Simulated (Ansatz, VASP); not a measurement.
# CdS: VASP beside Ansatz

```
Cd S
1.0
     0.00000    2.93934    2.93934
     2.93934    0.00000    2.93934
     2.93934    2.93934    0.00000
Cd S
1 1
Direct
  0.00000 0.00000 0.00000
  0.75000 0.75000 0.75000
```

Alike in both runs: functional r2SCAN; k mesh 8 × 8 × 8; occupations gaussian, width 0.02 eV; no spin polarisation.

Ansatz relaxed the structure, and its values are those at the end. VASP's run is a single point on that final structure, the one shown.

```csv
,VASP,Ansatz
version,VASP 6.6.1,Ansatz 0.2.0
potentials or method,"VASP PAW PBE potentials, release 64 (Cd, S)","scalar-relativistic, plane waves, PAW"
plane-wave cutoff (eV),520,500
valence electrons in the cell,18,26
```

Ansatz gave:

| Quantity | Value |
| --- | --- |
| gap on the k mesh at the Fermi level (eV) | 1.54 |
| least direct gap on the mesh (eV) | 1.54 |
| pressure (GPa) | 0.0 |

**Question.** What did VASP give for the same quantities?

**Answer.** gap on the k mesh at the Fermi level (eV): 1.54; least direct gap on the mesh (eV): 1.54; pressure (GPa): 0.3.

The two sets of potentials don't hold the same shells in valence.

Caveats: the PAW data sets were made with another functional, which shifts forces and pressure a little (VASP). r2SCAN opens gaps a little over a GGA but as a rule still falls short of measured ones.
